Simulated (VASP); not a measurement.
# MoS2 (R-3m) in VASP: further runs

The runs below take MoS2 through single point, with PBE.

Everything below comes from runs of VASP 6.6.1. Logs are shortened: lines on timing, memory, paths and dates and some standing lists are left out, and cuts for length are marked.

## Step 1: Starting point

Symmetry: R-3m, No. 166, trigonal system. The conventional cell has a = 3.171 Å, b = 3.171 Å, c = 18.345 Å, α = 90.00°, β = 90.00°, γ = 120.00°. Around Mo (site symmetry -3m) lie 6 S at 2.39 Å. S (site symmetry 3m) is surrounded by 3 Mo at 2.39 Å.

Measurements of this composition are mostly on another form, of space group No. 194.

## Step 2: Single point, PBE, spin-orbit coupling, no magnetisation

INCAR

```
PREC = Accurate
ENCUT = 250
EDIFF = 1E-7
ISMEAR = 0
SIGMA = 0.02
LREAL = F
LASPH = T
NELM = 100
ALGO = Normal
ISIF = 2
LWAVE = F
LCHARG = F
MAGMOM = 0 0 0 0 0 0 0 0 0
LORBIT = 11
LSORBIT = T
GGA_COMPAT = F
LMAXMIX = 4
GGA = PE
NBANDS = 42
```

KPOINTS

```
regular mesh
0
Gamma
  5 5 5
```

POSCAR

```
MoS2
1.0
    1.5855000000      0.9153888518      6.1149966667
   -1.5855000000      0.9153888518      6.1149966667
    0.0000000000     -1.8307777036      6.1149966667
Mo S
1 2
Direct
    0.0000000000      0.0000000000      0.0000000000
    0.2500000000      0.2500000000      0.2500000000
    0.7500000000      0.7500000000      0.7500000000
```

Potentials or basis: VASP PAW PBE potentials, release 64 (Mo_sv, S).

Command:

```
cat potpaw_PBE.64/Mo_sv/POTCAR potpaw_PBE.64/S/POTCAR > POTCAR
mpirun -np 1 vasp_ncl > vasp.out
```

OUTCAR:

```text
PREC = Accurate
   ENCUT = 250
   EDIFF = 1E-7
   ISMEAR = 0
   LREAL = F
   LASPH = T
   NELM = 100
   ISIF = 2
   LORBIT = 11
   LSORBIT = T
   GGA = PE

 Found     19 irreducible k-points:

 Following reciprocal coordinates:
            Coordinates               Weight
  0.000000  0.000000  0.000000      1.000000
  0.200000  0.000000 -0.000000      6.000000
  0.400000  0.000000  0.000000      6.000000
  0.200000  0.200000 -0.000000      6.000000
  0.400000  0.200000  0.000000     12.000000
 -0.400000  0.200000  0.000000     12.000000
   k-points           NKPTS =     19   k-points in BZ     NKDIM =     19   number of bands    NBANDS=     42
   number of dos      NEDOS =    301   number of ions     NIONS =      3
   total plane-waves  NPLWV =  46656
   dimension x,y,z NGX =    36 NGY =   36 NGZ =   36
   dimension x,y,z NGXF=    72 NGYF=   72 NGZF=   72
   ions per type =               1   2
   NGX,Y,Z   is equivalent  to a cutoff of   9.38,  9.38,  9.38 a.u.
   NGXF,Y,Z  is equivalent  to a cutoff of  18.75, 18.75, 18.75 a.u.
 SYSTEM =  unknown system
   PREC   = accura    normal or accurate (medium, high low for compatibility)
   ISTART =      0    job   : 0-new  1-cont  2-samecut
   ICHARG =      2    charge: 1-file 2-atom 10-const
   ISPIN  =      1    spin polarized calculation?
   LNONCOLLINEAR =      T non collinear calculations
   LSORBIT =      T    spin-orbit coupling
   LASPH  =      T    aspherical Exc in radial PAW
   ENCUT  =  250.0 eV  18.37 Ry    4.29 a.u.   8.23  8.23  8.23*2*pi/ulx,y,z
   NELM   =    100;   NELMIN=  2; NELMDL= -5     # of ELM steps
   EDIFF  = 0.1E-06   stopping-criterion for ELM
   LREAL  =      F    real-space projection
[... 7 lines left out ...]
   TEBEG  =    0.0;   TEEND  =   0.0 temperature during run
   PSTRESS=    0.0 pullay stress
   NELECT =      26.0000    total number of electrons
   NUPDOWN=      -1.0000    fix difference up-down
   EMIN   =  10.00;   EMAX   =-10.00  energy-range for DOS
   EFERMI =   0.00;   METHOD = LEGACY
   ISMEAR =     0;   SIGMA  =   0.02  broadening in eV -4-tet -1-fermi 0-gaus
   EFERMI_NEDOS =   21; number of points for ismear=-14 and -15
   IALGO  =     38    algorithm
   IMIX   =      4    mixing-type and parameters
     AMIX     =   0.40;   BMIX     =  1.00
     AMIX_MAG =   1.60;   BMIX_MAG =  1.00
  volume/ion in A,a.u.               =      17.75       119.78
  Fermi-wavevector in a.u.,A,eV,Ry     =   1.289118  2.436081 22.610522  1.661826
  Thomas-Fermi vector in A             =   2.421031
   LORBIT       =     11    0 simple, 1 ext, 2 COOP (PROOUT), +10 PAW based schemes
   GGA     = PE    functional components
   LHFCALC =     F    Hartree Fock is set to
   AEXX    =    0.0000 exact exchange contribution
   IVDW    =     0    specifies the selected vdW correction
   LEPSILON=     F    determine dielectric tensor
   LRPA    =     F    only Hartree local field effects (RPA)
 Gauss-broadening in eV      SIGMA  =   0.02
  energy-cutoff  :      250.00
  volume of cell :       53.25
 maximum number of plane-waves:       976
 NGX is ok and might be reduce to    36
   NGX = 17   NGY = 17   NGZ = 17

 number of electron      26.0000000 magnetization       0.0000000      0.0000000      0.0000000

 number of electron      25.9999991 magnetization      -0.0000000      0.0000000      0.0000000

 number of electron      25.9999991 magnetization      -0.0000000     -0.0000000     -0.0000000

 number of electron      25.9999991 magnetization      -0.0000000      0.0000000     -0.0000000

 Free energy of the ion-electron system (eV)
  ---------------------------------------------------
  ext. energy  EPLUGINS =         0.00000000
  ---------------------------------------------------
  free energy    TOTEN  =       -20.96488523 eV

  energy without entropy =      -20.96365012  energy(sigma->0) =      -20.96426767

 E-fermi :   7.4825     XC(G=0): -10.8253

 val. band max:        7.4819572120   @ k =   0.0000   0.0000   0.0000
 cond. band min:       7.5362682650   @ k =   0.2000   0.2000   0.2000
 fundamental gap:      0.0543110530
 Fermi energy:         7.4825375557

 k-point     1 :       0.0000    0.0000    0.0000
  band No.  band energies     occupation
      1     -53.9236      1.00000
      2     -53.9236      1.00000
      3     -29.5939      1.00000
      4     -29.5939      1.00000
      5     -27.2095      1.00000
      6     -27.2095      1.00000
[... 30 lines left out ...]
     37      14.5463      0.00000
     38      14.5463      0.00000

 k-point     2 :       0.2000    0.0000   -0.0000
  band No.  band energies     occupation
      1     -53.9102      1.00000
      2     -53.9102      1.00000
      3     -29.6364      1.00000
      4     -29.6364      1.00000
      5     -27.2590      1.00000
      6     -27.2590      1.00000
[... 30 lines left out ...]
     37      15.8228      0.00000
     38      15.8228      0.00000

 k-point     3 :       0.4000    0.0000    0.0000
  band No.  band energies     occupation
      1     -53.8879      1.00000
      2     -53.8879      1.00000
      3     -29.7105      1.00000
      4     -29.7105      1.00000
      5     -27.4102      1.00000
      6     -27.4102      1.00000
[... 30 lines left out ...]
     37      15.1435      0.00000
     38      15.1435      0.00000

 k-point     4 :       0.2000    0.2000   -0.0000
  band No.  band energies     occupation
      1     -53.9103      1.00000
      2     -53.9103      1.00000
      3     -29.6379      1.00000
      4     -29.6379      1.00000
      5     -27.2598      1.00000
      6     -27.2598      1.00000
[... 30 lines left out ...]
     37      15.6541      0.00000
     38      15.6541      0.00000

 k-point     5 :       0.4000    0.2000    0.0000
  band No.  band energies     occupation
      1     -53.8922      1.00000
      2     -53.8922      1.00000
      3     -29.6944      1.00000
      4     -29.6944      1.00000
      5     -27.3678      1.00000
      6     -27.3678      1.00000
[... 30 lines left out ...]
     37      16.2450      0.00000
     38      16.2450      0.00000

 k-point     6 :      -0.4000    0.2000    0.0000
  band No.  band energies     occupation
      1     -53.8810      1.00000
      2     -53.8810      1.00000
      3     -29.7307      1.00000
      4     -29.7307      1.00000
      5     -27.4341      1.00000
      6     -27.4341      1.00000
[... 30 lines left out ...]
     37      15.4671      0.00000
     38      15.4671      0.00000

 [... further k-points ...]

 [bands above 38 left out]

------------------------ aborting loop because EDIFF is reached ----------------------------------------

  FORCE on cell =-STRESS in cart. coord.  units (eV):
  Direction    XX          YY          ZZ          XY          YZ          ZX
  --------------------------------------------------------------------------------------
  -------------------------------------------------------------------------------------
  Total        1.2332989      1.2332989      2.1146661     -0.0000000      0.0000000      0.0000000
  in kB       37.1073185     37.1073185     63.6257695     -0.0000000      0.0000000      0.0000000
  external PRESSURE =      45.9468022 kB  Pullay stress =       0.0000000 kB

 VOLUME and BASIS-vectors are now :
 -----------------------------------------------------------------------------
  energy-cutoff  :      250.00
  volume of cell :       53.25
      direct lattice vectors                 reciprocal lattice vectors
     1.585500000  0.915388852  6.114996667     0.315357931  0.182071986  0.054510796
    -1.585500000  0.915388852  6.114996667    -0.315357931  0.182071986  0.054510796
     0.000000000 -1.830777704  6.114996667     0.000000000 -0.364143973  0.054510796

 POSITION                                       TOTAL-FORCE (eV/Angst)
 -----------------------------------------------------------------------------------
      0.00000      0.00000      0.00000         0.000000     -0.000000      0.000000
      0.00000      0.00000      4.58625         0.000000      0.000000     -0.939274
      0.00000      0.00000     13.75874         0.000000     -0.000000      0.939274
 -----------------------------------------------------------------------------------
    total drift:                               -0.000000      0.000000      0.000000

  FREE ENERGIE OF THE ION-ELECTRON SYSTEM (eV)
  ---------------------------------------------------
  free  energy   TOTEN  =       -20.9648852258 eV

  energy  without entropy=      -20.9636501189  energy(sigma->0) =      -20.96426767

 Spin-Orbit-Coupling matrix elements

 Ion:    1  E_soc:     -0.1949709
 l=   1
     0.0000000    -0.0291613    -0.0292245
    -0.0291613     0.0000000    -0.0291613
    -0.0292245    -0.0291613     0.0000000
 l=   2
     0.0000000    -0.0005334     0.0000000    -0.0005334    -0.0032673
    -0.0005334     0.0000000    -0.0020930    -0.0003515    -0.0005334
     0.0000000    -0.0020930     0.0000000    -0.0020930     0.0000000
    -0.0005334    -0.0003515    -0.0020930     0.0000000    -0.0005334
    -0.0032673    -0.0005334     0.0000000    -0.0005334     0.0000000
 l=   3
     0.0000000     0.0000000     0.0000000     0.0000000     0.0000000     0.0000000     0.0000000
     0.0000000     0.0000000     0.0000000     0.0000000     0.0000000     0.0000000     0.0000000
     0.0000000     0.0000000     0.0000000     0.0000000     0.0000000     0.0000000     0.0000000
     0.0000000     0.0000000     0.0000000     0.0000000     0.0000000     0.0000000     0.0000000
     0.0000000     0.0000000     0.0000000     0.0000000     0.0000000     0.0000000     0.0000000
     0.0000000     0.0000000     0.0000000     0.0000000     0.0000000     0.0000000     0.0000000
     0.0000000     0.0000000     0.0000000     0.0000000     0.0000000     0.0000000     0.0000000

 Ion:    2  E_soc:     -0.0034151
 l=   1
     0.0000000    -0.0004211    -0.0008653
    -0.0004211     0.0000000    -0.0004211
    -0.0008653    -0.0004211     0.0000000
 l=   2
     0.0000000     0.0000000     0.0000000     0.0000000     0.0000000
     0.0000000     0.0000000     0.0000000     0.0000000     0.0000000
     0.0000000     0.0000000     0.0000000     0.0000000     0.0000000
     0.0000000     0.0000000     0.0000000     0.0000000     0.0000000
     0.0000000     0.0000000     0.0000000     0.0000000     0.0000000
 l=   3
     0.0000000     0.0000000     0.0000000     0.0000000     0.0000000     0.0000000     0.0000000
     0.0000000     0.0000000     0.0000000     0.0000000     0.0000000     0.0000000     0.0000000
     0.0000000     0.0000000     0.0000000     0.0000000     0.0000000     0.0000000     0.0000000
     0.0000000     0.0000000     0.0000000     0.0000000     0.0000000     0.0000000     0.0000000
     0.0000000     0.0000000     0.0000000     0.0000000     0.0000000     0.0000000     0.0000000
     0.0000000     0.0000000     0.0000000     0.0000000     0.0000000     0.0000000     0.0000000
     0.0000000     0.0000000     0.0000000     0.0000000     0.0000000     0.0000000     0.0000000

 Ion:    3  E_soc:     -0.0034151
 l=   1
     0.0000000    -0.0004211    -0.0008653
    -0.0004211     0.0000000    -0.0004211
    -0.0008653    -0.0004211     0.0000000
 l=   2
     0.0000000     0.0000000     0.0000000     0.0000000     0.0000000
     0.0000000     0.0000000     0.0000000     0.0000000     0.0000000
     0.0000000     0.0000000     0.0000000     0.0000000     0.0000000
     0.0000000     0.0000000     0.0000000     0.0000000     0.0000000
     0.0000000     0.0000000     0.0000000     0.0000000     0.0000000
 l=   3
     0.0000000     0.0000000     0.0000000     0.0000000     0.0000000     0.0000000     0.0000000
     0.0000000     0.0000000     0.0000000     0.0000000     0.0000000     0.0000000     0.0000000
     0.0000000     0.0000000     0.0000000     0.0000000     0.0000000     0.0000000     0.0000000
     0.0000000     0.0000000     0.0000000     0.0000000     0.0000000     0.0000000     0.0000000
     0.0000000     0.0000000     0.0000000     0.0000000     0.0000000     0.0000000     0.0000000
     0.0000000     0.0000000     0.0000000     0.0000000     0.0000000     0.0000000     0.0000000
     0.0000000     0.0000000     0.0000000     0.0000000     0.0000000     0.0000000     0.0000000

 total charge

# of ion       s       p       d       tot
------------------------------------------
    1        2.304   6.242   3.965  12.510
    2        1.368   2.370   0.000   3.738
    3        1.368   2.370   0.000   3.738
--------------------------------------------------
tot          5.040  10.981   3.965  19.986

 magnetization (x)

# of ion       s       p       d       tot
------------------------------------------
    1        0.000   0.000  -0.000  -0.000
    2        0.000   0.000   0.000   0.000
    3        0.000   0.000   0.000   0.000
--------------------------------------------------
tot          0.000   0.000  -0.000   0.000

 magnetization (y)

# of ion       s       p       d       tot
------------------------------------------
    1        0.000  -0.000   0.000  -0.000
    2        0.000   0.000   0.000   0.000
    3        0.000   0.000   0.000   0.000
--------------------------------------------------
tot          0.000  -0.000   0.000  -0.000

 magnetization (z)

# of ion       s       p       d       tot
------------------------------------------
    1        0.000   0.000   0.000   0.000
    2        0.000   0.000   0.000   0.000
    3        0.000   0.000   0.000   0.000
--------------------------------------------------
tot          0.000   0.000   0.000   0.000
```

It took 1.9 min on 1 thread of Intel Xeon Platinum 8559C (Emerald Rapids), shared host; peak memory 0.38 GiB.

The run converged, but a check on its numbers failed (symmetry, net force, bounds or a known fault of this set-up), so they aren't taken as properties of the crystal.

Caveat: the k mesh is coarse (spacing up to 0.46 Å⁻¹), so the values aren't converged; the cutoff lies under the usual one of these potentials, so the numbers hold a large basis-set error; the cell's inner coordinates are idealised or old, which leaves forces on the atoms.

## Step 3: Single point, PBE, spin-orbit coupling, no magnetisation

Edit INCAR of step 2 so:

```diff
@@ -1,3 +1,3 @@
 PREC = Accurate
-ENCUT = 250
+ENCUT = 300
 EDIFF = 1E-7
```

KPOINTS is that of step 2.

POSCAR is that of step 2.

Potentials or basis: VASP PAW PBE potentials, release 64 (Mo_sv, S).

Command:

```
cat potpaw_PBE.64/Mo_sv/POTCAR potpaw_PBE.64/S/POTCAR > POTCAR
mpirun -np 1 vasp_ncl > vasp.out
```

It took 2.1 min on 1 thread of Intel Xeon Platinum 8559C (Emerald Rapids), shared host; peak memory 0.38 GiB.

The run converged, but some of its settings lie outside the range that counts as converged, so its numbers aren't taken as properties of the crystal.

Results:

```yaml
Free_energy: -21.0026 eV
Pressure: 7.3 GPa
Largest_force: 0.900 eV/Å
Valence_electrons_inside_the_program's_atomic_spheres: Mo 12.49; S 3.71
```

Caveat: the k mesh is coarse (spacing up to 0.46 Å⁻¹), so the values aren't converged; the cutoff is under 1.25 times the usual one of these potentials, so pressure, stress and relaxed cells hold a basis-set (Pulay) error; the cell's inner coordinates are idealised or old, which leaves forces on the atoms.

## Step 4: Single point, PBE, spin-orbit coupling, no magnetisation

Edit INCAR of step 3 so:

```diff
@@ -1,3 +1,3 @@
 PREC = Accurate
-ENCUT = 300
+ENCUT = 350
 EDIFF = 1E-7
```

KPOINTS is that of step 3.

POSCAR is that of step 3.

Command:

```
cat potpaw_PBE.64/Mo_sv/POTCAR potpaw_PBE.64/S/POTCAR > POTCAR
mpirun -np 1 vasp_ncl > vasp.out
```

It took 2.9 min on 1 thread of Intel Xeon Platinum 8559C (Emerald Rapids), shared host; peak memory 0.47 GiB.

The run converged, but some of its settings lie outside the range that counts as converged, so its numbers aren't taken as properties of the crystal.

Results:

* Free energy: -21.0068 eV
* Pressure: 7.2 GPa
* Largest force: 0.903 eV/Å
* Valence electrons inside the program's atomic spheres: Mo 12.50; S 3.71

Caveat: the k mesh is coarse (spacing up to 0.46 Å⁻¹), so the values aren't converged; the cell's inner coordinates are idealised or old, which leaves forces on the atoms.

## Step 5: For comparison

An earlier run on the cell as given: functional PBE; potentials or basis VASP PAW PBE potentials, release 64 (Mo_sv, S); cutoff 520 eV; k mesh 10 × 10 × 10; occupations fermi-dirac, width 0.05 eV; no spin polarisation.

* Pressure: 7.8 GPa
* Largest force: 0.994 eV/Å
* Band gap on the k mesh: none (metal or under the smearing width)
